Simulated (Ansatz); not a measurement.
Al:

```xyz
1
Lattice="-1.5759 1.6569 1.6580 1.4795 -1.5976 1.5023 1.6145 1.6362 -1.5987" Properties=species:S:1:pos:R:3 pbc="T T T"
Al    0.0000    0.0000    0.0000
```

This isn't the form of Al at room conditions, which is fcc.

The cell isn't the ideal one: cell sheared at random, sigma 0.03, atoms nudged by 0.01 Å.

- Program: Ansatz 0.2.0
- Task: relaxation of cell and atoms
- Functional: HSE06
- Potentials or basis: Ansatz PAW
- Cutoff: 420 eV (not typed: the program's choice for these potentials)
- k mesh: 6 × 6 × 6
- Occupations: fermi-dirac, width 0.05 eV
- Spin: no spin polarisation

At the start: volume 16.08 Å³/atom.

Problem. How do energy, volume and symmetry change on relaxing?

Solution. It ends after 18 steps and the volume is 16.41 Å³/atom (+2.1 %); space group I4/mmm (No. 139, to 0.05 Å).

Step by step:
```csv
step,energy change (eV),largest force (eV/Å),volume (Å³)
1,0.0000,0.0000,16.08
2,-0.0479,0.0000,16.56
3,-0.0760,0.0000,16.76
4,-0.0946,0.0000,16.80
5,-0.1139,0.0000,16.64
6,-0.1398,0.0000,16.38
7,-0.1674,0.0000,16.06
8,-0.1710,0.0000,16.59
9,-0.1726,0.0000,16.33
10,-0.1726,0.0000,16.34
11,-0.1726,0.0000,16.35
12,-0.1726,0.0000,16.34
13,-0.1799,0.0000,16.34
14,-0.1800,0.0000,16.41
15,-0.1800,0.0000,16.41
16,-0.1801,0.0000,16.41
17,-0.1801,0.0000,16.41
18,-0.1801,0.0000,16.41
```

Final structure:
```
Al
1.0
    -1.41965    2.04940    1.40912
     1.41967   -2.03898    1.42223
     1.41036    2.04545   -1.42225
Al
1
Direct
  0.00000 0.00000 0.00000
```

Caveat: the k mesh is coarse (spacing up to 0.49 Å⁻¹), so the values aren't converged, least of all with exact exchange; the plane-wave basis is chosen anew once the cell has moved, so the energies of steps on either side of that aren't comparable; the PAW data sets come from PBE, with cores solved anew for the run's functional, which leaves a small shift of forces and pressure.
